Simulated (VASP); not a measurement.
# Sb (I4/mmm) in VASP: a series of runs

The runs below take Sb through single point, with r2SCAN.

Everything below comes from runs of VASP 6.6.1. Logs are shortened: lines on timing, memory, paths and dates and some standing lists are left out, and cuts for length are marked.

## Step 1: The crystal as given

Symmetry: I4/mmm, No. 139, tetragonal system. Conventional cell: a = 3.153 Å, b = 3.153 Å, c = 5.424 Å, α = 90.00°, β = 90.00°, γ = 90.00°. Sb (site symmetry 4/mmm) has 12 Sb at 3.15 to 3.51 Å as nearest neighbours.

This isn't the form of Sb at room conditions, which is rhombohedral.

## Step 2: Single point, r2SCAN

File INCAR:

```
ADDGRID = False
ALGO = Normal
EDIFF = 1E-6
ENCUT = 500
ISIF = 2
ISMEAR = 0
LASPH = True
LCHARG = False
LMIXTAU = True
LREAL = False
LWAVE = False
METAGGA = R2SCAN
NBANDS = 8
NELM = 100
PREC = Accurate
SIGMA = 0.05
```

File KPOINTS:

```
k-points
0
Gamma
  3 3 3
```

File POSCAR:

```
Sb
1.0
   -1.5765401831      1.5765401831      2.7119384313
    1.5765401831     -1.5765401831      2.7119384313
    1.5765401831      1.5765401831     -2.7119384313
Sb
1
Direct
    0.0000000000      0.0000000000      0.0000000000
```

Potentials or basis: VASP PAW PBE potentials, release 64 (Sb).

Launch:

```sh
$ cat potpaw_PBE.64/Sb/POTCAR > POTCAR
$ mpirun -np 1 vasp_std > vasp.out
```

OUTCAR:

```text
EDIFF = 1E-6
   ENCUT = 500
   ISIF = 2
   ISMEAR = 0
   LASPH = True
   LREAL = False
   METAGGA = R2SCAN
   NELM = 100
   PREC = Accurate

 Found      6 irreducible k-points:

 Following reciprocal coordinates:
            Coordinates               Weight
  0.000000  0.000000  0.000000      1.000000
  0.333333  0.000000 -0.000000      8.000000
  0.333333  0.333333 -0.000000      8.000000
 -0.333333  0.333333  0.000000      4.000000
 -0.333333  0.333333  0.333333      4.000000
 -0.333333 -0.333333  0.333333      2.000000
   k-points           NKPTS =      6   k-points in BZ     NKDIM =      6   number of bands    NBANDS=      8
   number of dos      NEDOS =    301   number of ions     NIONS =      1
   total plane-waves  NPLWV =  21952
   dimension x,y,z NGX =    28 NGY =   28 NGZ =   28
   dimension x,y,z NGXF=    56 NGYF=   56 NGZF=   56
   ions per type =               1
   NGX,Y,Z   is equivalent  to a cutoff of  13.26, 13.26, 13.26 a.u.
   NGXF,Y,Z  is equivalent  to a cutoff of  26.52, 26.52, 26.52 a.u.
 SYSTEM =  unknown system
   PREC   = accura    normal or accurate (medium, high low for compatibility)
   ISTART =      0    job   : 0-new  1-cont  2-samecut
   ICHARG =      2    charge: 1-file 2-atom 10-const
   ISPIN  =      1    spin polarized calculation?
   LNONCOLLINEAR =      F non collinear calculations
   LSORBIT =      F    spin-orbit coupling
   LASPH  =      T    aspherical Exc in radial PAW
   ENCUT  =  500.0 eV  36.75 Ry    6.06 a.u.   6.40  6.40  6.40*2*pi/ulx,y,z
   NELM   =    100;   NELMIN=  2; NELMDL= -5     # of ELM steps
   EDIFF  = 0.1E-05   stopping-criterion for ELM
   LREAL  =      F    real-space projection
   EDIFFG = 0.1E-04   stopping-criterion for IOM
   NSW    =      0    number of steps for IOM
   IBRION =     -1    ionic relax: 0-MD 1-quasi-New 2-CG
   NFREE  =      0    steps in history (QN), initial steepest desc. (CG)
   ISIF   =      2    stress and relaxation
   ISYM   =      2    0-nonsym 1-usesym 2-fastsym
   POTIM  = 0.5000    time-step for ionic-motion
   TEBEG  =    0.0;   TEEND  =   0.0 temperature during run
   PSTRESS=    0.0 pullay stress
   NELECT =       5.0000    total number of electrons
   NUPDOWN=      -1.0000    fix difference up-down
   EMIN   =  10.00;   EMAX   =-10.00  energy-range for DOS
   EFERMI =   0.00;   METHOD = LEGACY
   ISMEAR =     0;   SIGMA  =   0.05  broadening in eV -4-tet -1-fermi 0-gaus
   EFERMI_NEDOS =   21; number of points for ismear=-14 and -15
   IALGO  =     38    algorithm
   IMIX   =      4    mixing-type and parameters
     AMIX     =   0.40;   BMIX     =  1.00
     AMIX_MAG =   1.60;   BMIX_MAG =  1.00
  volume/ion in A,a.u.               =      26.96       181.95
  Fermi-wavevector in a.u.,A,eV,Ry     =   0.933573  1.764197 11.858269  0.871558
  Thomas-Fermi vector in A             =   2.060288
   LORBIT       =      0    0 simple, 1 ext, 2 COOP (PROOUT), +10 PAW based schemes
   METAGGA = R2SCAN    functional components
   LHFCALC =     F    Hartree Fock is set to
   AEXX    =    0.0000 exact exchange contribution
   IVDW    =     0    specifies the selected vdW correction
   LEPSILON=     F    determine dielectric tensor
   LRPA    =     F    only Hartree local field effects (RPA)
 non-spin polarized calculation
 Gauss-broadening in eV      SIGMA  =   0.05
  energy-cutoff  :      500.00
  volume of cell :       26.96
 maximum number of plane-waves:       690
 NGX is ok and might be reduce to    28
   NGX = 13   NGY = 13   NGZ = 13

 number of electron       5.0000000 magnetization

 Free energy of the ion-electron system (eV)
  ---------------------------------------------------
  ext. energy  EPLUGINS =         0.00000000
  ---------------------------------------------------
  free energy    TOTEN  =       -25.82019914 eV

  energy without entropy =      -25.81622682  energy(sigma->0) =      -25.81821298

 E-fermi :   8.4043     XC(G=0): -10.7845

 val. band max:        8.3930251686   @ k =  -0.3333   0.3333   0.0000
 cond. band min:       9.2120951033   @ k =   0.3333   0.3333  -0.0000
 fundamental gap:      0.8190699347
 Fermi energy:         8.4042907714

 k-point     1 :       0.0000    0.0000    0.0000
  band No.  band energies     occupation
      1      -5.1117      2.00000
      2      13.3328      0.00000
      3      14.2608      0.00000
      4      14.2608      0.00000
      5      18.2869      0.00000
      6      19.7176      0.00000
      7      19.7547      0.00000
      8      19.7548      0.00000

 k-point     2 :       0.3333    0.0000   -0.0000
  band No.  band energies     occupation
      1      -2.8145      2.00000
      2       5.3266      2.00000
      3      10.8921      0.00000
      4      14.1202      0.00000
      5      15.5046      0.00000
      6      18.5728      0.00000
      7      20.6316      0.00000
      8      21.4333      0.00000

 k-point     3 :       0.3333    0.3333   -0.0000
  band No.  band energies     occupation
      1       0.1696      2.00000
      2       5.3721      2.00000
      3       5.5563      2.00000
      4       9.2121      0.00000
      5      14.4611      0.00000
      6      19.9552      0.00000
      7      20.7032      0.00000
      8      21.8071      0.00000

 k-point     4 :      -0.3333    0.3333    0.0000
  band No.  band energies     occupation
      1      -1.6109      2.00000
      2       7.7939      2.00000
      3       8.3930      1.25000
      4       9.8920      0.00000
      5      13.7871      0.00000
      6      14.1294      0.00000
      7      21.5287      0.00000
      8      22.4169      0.00000

 k-point     5 :      -0.3333    0.3333    0.3333
  band No.  band energies     occupation
      1      -0.2257      2.00000
      2       4.2023      2.00000
      3       4.3127      2.00000
      4      12.4157      0.00000
      5      16.3258      0.00000
      6      23.0450      0.00000
      7      23.3627      0.00000
      8      23.8270      0.00000

 k-point     6 :      -0.3333   -0.3333    0.3333
  band No.  band energies     occupation
      1      -2.8516      2.00000
      2       5.2624      2.00000
      3      11.3182      0.00000
      4      11.3182      0.00000
      5      15.1039      0.00000
      6      15.7269      0.00000
      7      25.3721      0.00000
      8      25.3721      0.00000

------------------------ aborting loop because EDIFF is reached ----------------------------------------

  FORCE on cell =-STRESS in cart. coord.  units (eV):
  Direction    XX          YY          ZZ          XY          YZ          ZX
  --------------------------------------------------------------------------------------
  -------------------------------------------------------------------------------------
  Total        1.7082603      1.7082603     -1.9768896      0.0000000      0.0000000      0.0000000
  in kB      101.5113769    101.5113769   -117.4743608      0.0000000      0.0000000      0.0000000
  external PRESSURE =      28.5161310 kB  Pullay stress =       0.0000000 kB

 VOLUME and BASIS-vectors are now :
 -----------------------------------------------------------------------------
  energy-cutoff  :      500.00
  volume of cell :       26.96
      direct lattice vectors                 reciprocal lattice vectors
    -1.576540183  1.576540183  2.711938431     0.000000000  0.317150178  0.184369967
     1.576540183 -1.576540183  2.711938431     0.317150178  0.000000000  0.184369967
     1.576540183  1.576540183 -2.711938431     0.317150178  0.317150178  0.000000000

 POSITION                                       TOTAL-FORCE (eV/Angst)
 -----------------------------------------------------------------------------------
      0.00000      0.00000      0.00000        -0.000000     -0.000000      0.000000
 -----------------------------------------------------------------------------------
    total drift:                               -0.000000      0.000000      0.000000

  FREE ENERGIE OF THE ION-ELECTRON SYSTEM (eV)
  ---------------------------------------------------
  free  energy   TOTEN  =       -25.8201991368 eV

  energy  without entropy=      -25.8162268179  energy(sigma->0) =      -25.81821298
```

Wall time 11 s (1 thread of Intel Xeon Platinum 8375C at 2.90GHz (Ice Lake), shared host); peak memory 0.16 GiB.

The run converged, but some of its settings lie outside the range that counts as converged, so its numbers aren't taken as properties of the crystal.

What came out:

| Property | Result |
| --- | --- |
| Free energy | -25.8202 eV |
| Pressure | 2.9 GPa |
| Band gap on the k mesh | none (metal or under the smearing width) |

Caveat: the k mesh is coarse (spacing up to 0.94 Å⁻¹), so the values aren't converged; the PAW data sets were made with another functional, which shifts forces and pressure a little.

## Step 3: Single point, r2SCAN

INCAR is that of step 2.

KPOINTS is that of step 2.

File POSCAR:

```
Sb
1.0
   -1.5638750000      1.6131910000      2.7402030000
    1.6104090000     -1.5604430000      2.7365900000
    1.5281950000      1.5247630000     -2.7095380000
Sb
1
Direct
    0.0004760000      0.0218010000      0.0165680000
```

Potentials or basis: VASP PAW PBE potentials, release 64 (Sb).

Launch:

```sh
$ cat potpaw_PBE.64/Sb/POTCAR > POTCAR
$ mpirun -np 1 vasp_std > vasp.out
```

OUTCAR:

```text
EDIFF = 1E-6
   ENCUT = 500
   ISIF = 2
   ISMEAR = 0
   LASPH = True
   LREAL = False
   METAGGA = R2SCAN
   NELM = 100
   PREC = Accurate

 Found     14 irreducible k-points:

 Following reciprocal coordinates:
            Coordinates               Weight
  0.000000  0.000000  0.000000      1.000000
  0.333333 -0.000000  0.000000      2.000000
  0.000000  0.333333  0.000000      2.000000
  0.333333  0.333333  0.000000      2.000000
 -0.333333  0.333333 -0.000000      2.000000
  0.000000  0.000000  0.333333      2.000000
   k-points           NKPTS =     14   k-points in BZ     NKDIM =     14   number of bands    NBANDS=      8
   number of dos      NEDOS =    301   number of ions     NIONS =      1
   total plane-waves  NPLWV =  21952
   dimension x,y,z NGX =    28 NGY =   28 NGZ =   28
   dimension x,y,z NGXF=    56 NGYF=   56 NGZF=   56
   ions per type =               1
   NGX,Y,Z   is equivalent  to a cutoff of  13.14, 13.16, 13.44 a.u.
   NGXF,Y,Z  is equivalent  to a cutoff of  26.27, 26.31, 26.87 a.u.
 SYSTEM =  unknown system
   PREC   = accura    normal or accurate (medium, high low for compatibility)
   ISTART =      0    job   : 0-new  1-cont  2-samecut
   ICHARG =      2    charge: 1-file 2-atom 10-const
   ISPIN  =      1    spin polarized calculation?
   LNONCOLLINEAR =      F non collinear calculations
[... 60 lines left out ...]

 k-point     1 :       0.0000    0.0000    0.0000
  band No.  band energies     occupation
      1      -5.1145      2.00000
      2      13.1678      0.00000
      3      14.2552      0.00000
      4      14.3231      0.00000
      5      18.2261      0.00000
      6      19.3845      0.00000
      7      19.7402      0.00000
      8      19.9189      0.00000
[... 45 lines left out ...]
 k-point     6 :       0.0000    0.0000    0.3333
  band No.  band energies     occupation
      1      -1.5031      2.00000
      2       7.8985      2.00000
      3       8.2076      1.99998
      4       9.7404      0.00000
      5      13.7104      0.00000
      6      14.2113      0.00000
      7      21.1952      0.00000
      8      22.2968      0.00000

 [... further k-points ...]

------------------------ aborting loop because EDIFF is reached ----------------------------------------

  FORCE on cell =-STRESS in cart. coord.  units (eV):
  Direction    XX          YY          ZZ          XY          YZ          ZX
  --------------------------------------------------------------------------------------
  -------------------------------------------------------------------------------------
  Total        1.9185506      1.9304664     -2.1430081     -0.3896666     -0.0201651     -0.0585299
  in kB      114.0076687    114.7157532   -127.3458002    -23.1554918     -1.1982850     -3.4780720
  external PRESSURE =      33.7925406 kB  Pullay stress =       0.0000000 kB

 VOLUME and BASIS-vectors are now :
 -----------------------------------------------------------------------------
  energy-cutoff  :      500.00
  volume of cell :       26.96
      direct lattice vectors                 reciprocal lattice vectors
    -1.563875000  1.613191000  2.740203000     0.002055809  0.316948054  0.179518554
     1.610409000 -1.560443000  2.736590000     0.317083613  0.001847581  0.179876686
     1.528195000  1.524763000 -2.709538000     0.322328449  0.322401118 -0.005843793

 POSITION                                       TOTAL-FORCE (eV/Angst)
 -----------------------------------------------------------------------------------
      0.05968     -0.00799      0.01607         0.000000      0.000000      0.000000
 -----------------------------------------------------------------------------------
    total drift:                                0.000000      0.000000     -0.000000

  FREE ENERGIE OF THE ION-ELECTRON SYSTEM (eV)
  ---------------------------------------------------
  free  energy   TOTEN  =       -25.7904205195 eV

  energy  without entropy=      -25.7887557610  energy(sigma->0) =      -25.78958814
```

OSZICAR:

```text
N       E                     dE             d eps       ncg     rms          rms(c)
DAV:   1    -0.182147576588E+02   -0.18215E+02   -0.19114E+03   224   0.425E+02
DAV:   2    -0.263424093194E+02   -0.81277E+01   -0.79013E+01   344   0.527E+01
DAV:   3    -0.264218417266E+02   -0.79432E-01   -0.79432E-01   272   0.601E+00
DAV:   4    -0.264221147240E+02   -0.27300E-03   -0.27300E-03   288   0.411E-01
DAV:   5    -0.264221162940E+02   -0.15701E-05   -0.15701E-05   272   0.253E-02    0.162E+00
DAV:   6    -0.256772848010E+02    0.74483E+00   -0.10112E-01   232   0.250E+00    0.106E+00
DAV:   7    -0.260449806526E+02   -0.36770E+00   -0.98776E-02   232   0.233E+00    0.811E-02
DAV:   8    -0.257890400685E+02    0.25594E+00   -0.61262E-02   272   0.189E+00    0.110E-01
DAV:   9    -0.257770735366E+02    0.11967E-01   -0.19282E-03   224   0.323E-01    0.152E-01
DAV:  10    -0.257858101186E+02   -0.87366E-02   -0.15901E-03   224   0.277E-01    0.924E-02
DAV:  11    -0.257896303976E+02   -0.38203E-02   -0.18478E-03   240   0.407E-01    0.650E-02
DAV:  12    -0.257901687976E+02   -0.53840E-03   -0.20419E-04   240   0.112E-01    0.396E-02
DAV:  13    -0.257903321452E+02   -0.16335E-03   -0.84230E-05   240   0.789E-02    0.144E-02
DAV:  14    -0.257904033892E+02   -0.71244E-04   -0.87920E-05   248   0.871E-02    0.693E-03
DAV:  15    -0.257904200611E+02   -0.16672E-04   -0.72128E-06   264   0.235E-02    0.233E-03
DAV:  16    -0.257904205195E+02   -0.45834E-06   -0.16941E-07   144   0.403E-03
   1 F= -.25790421E+02 E0= -.25789588E+02  d E =-.166476E-02
```

stdout:

```text
POSCAR found type information on POSCAR Sb
 POSCAR found :  1 types and       1 ions
 scaLAPACK will be used
 -----------------------------------------------------------------------------
|                                                                             |
|                                                                             |
|     You enforced a specific xc type in the INCAR file but a different       |
|     I HOPE YOU KNOW WHAT YOU ARE DOING!                                     |
|                                                                             |
 -----------------------------------------------------------------------------

 LDA part: xc-table for (None), standard interpolation
 POSCAR, INCAR and KPOINTS ok, starting setup
 FFT: planning ... GRIDC
 FFT: planning ... GRID_SOFT
 FFT: planning ... GRID
 WAVECAR not read
 entering main loop
```

Run time: 17 s. Hardware: 1 thread of Intel Xeon Platinum 8375C at 2.90GHz (Ice Lake), shared host; peak memory 0.15 GiB.

These settings aren't checked as converged: the numbers below hold their error.

What came out:

```
Free energy            : -25.7904 eV
Pressure               : 3.4 GPa
Band gap on the k mesh : none (metal or under the smearing width)
```

Caveat: the k mesh is coarse (spacing up to 0.95 Å⁻¹), so the values aren't converged; the PAW data sets were made with another functional, which shifts forces and pressure a little.

## Step 4: For comparison

An earlier run on the cell as given: functional PBEsol; potentials or basis VASP PAW PBE potentials, release 64 (Sb); cutoff 520 eV; k mesh 12 × 12 × 12; occupations fermi-dirac, width 0.05 eV; no spin polarisation.

* Pressure: -1.3 GPa
* Band gap on the k mesh: none (metal or under the smearing width)
